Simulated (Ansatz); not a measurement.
Relaxed bulk HgTe:

```
CELL_PARAMETERS angstrom
0.00000 3.32480 3.32480
3.32480 0.00000 3.32480
3.32480 3.32480 0.00000
ATOMIC_POSITIONS crystal
Hg 0.00000 0.00000 0.00000
Te 0.75000 0.75000 0.75000
```

Miller indices refer to the conventional cell of F-43m (No. 216), a = 6.650 Å, b = 6.650 Å, c = 6.650 Å, α = 90.00°, β = 90.00°, γ = 90.00°.

The (110) slab of 5 planes, 9.4 Å thick with 15 Å of vacuum as cut; outer planes HgTe (top) and HgTe (bottom).

Computed with DFT PBE, scalar-relativistic, plane waves, PAW in Ansatz 0.2.0. Cutoff 420 eV; k points 8×5×1 on the computed 10-atom cell (Γ-centred); Gaussian smearing, width 0.10 eV; no spin polarisation. The cell repeats along c with a dipole correction in the vacuum.

The surface energy is small: either the cut is weakly bound (this functional has no dispersion correction), or the bulk reference is not the lowest structure.

Results for the relaxed slab:

- Surface energy (mean of both faces): 0.12 J/m²

Relaxation lowers the energy by 0.232 J/m² a face; the largest move is 0.670 Å.

| plane (bottom to top) | atoms | spacing to next, bulk (Å) | relaxed (Å) | change (%) | rumpling (Å) |
| --- | --- | --- | --- | --- | --- |
| 1 | HgTe | 2.351 | 2.114 | -10.1 | 0.785 |
| 2 | HgTe | 2.351 | 2.398 | +2.0 | 0.205 |
| 3 | HgTe | 2.351 | 2.397 | +2.0 | 0.000 |
| 4 | HgTe | 2.351 | 2.114 | -10.1 | 0.204 |
| 5 | HgTe |  |  |  | 0.785 |

Spin-orbit coupling is left out, which matters for the bands of heavy elements. An odd mesh misses points on the zone edge, so a gap read on it can be too wide. Gaps are read on the k points sampled, so a band crossing between them can be missed.